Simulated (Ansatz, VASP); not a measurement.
**HfS2: VASP beside Ansatz**

```xyz
3
Lattice="3.6184 0.0000 0.0000 -1.8092 3.1336 0.0000 0.0000 0.0000 31.8247" Properties=species:S:1:pos:R:3 pbc="T T T"
S     1.8092    1.0445   14.4570
S     0.0000    2.0891   17.3677
Hf    0.0000    0.0000   15.9124
```

Alike in both runs: functional PBE; dispersion D3(BJ); k mesh 9 × 9 × 1; occupations gaussian, width 0.02 eV; no spin polarisation.

Ansatz relaxed the structure, and its values are those at the end. VASP's run is a single point on that final structure, the one shown.

|  | VASP | Ansatz |
| --- | --- | --- |
| version | VASP 6.6.1 | Ansatz 0.2.0 |
| potentials or method | VASP PAW PBE potentials, release 64 (S, Hf_pv) | scalar-relativistic, plane waves, PAW |
| plane-wave cutoff (eV) | 520 | 420 |
| valence electrons in the cell | 22 | 38 |

|  | VASP | Ansatz | Ansatz less VASP |
| --- | --- | --- | --- |
| gap on the k mesh at the Fermi level (eV) | 1.25 | 1.23 | -0.016 |
| least direct gap on the mesh (eV) | 2.08 | 2.06 | -0.021 |
| rms of the force components (eV/Å) | 0.032 | 0.000 | -0.0316 |

The two sets of potentials don't hold the same shells in valence.

Caveats: spin-orbit coupling is left out, which moves the levels of the heavy elements. A hybrid or GW would open this gap; PBE tends to underestimate it.
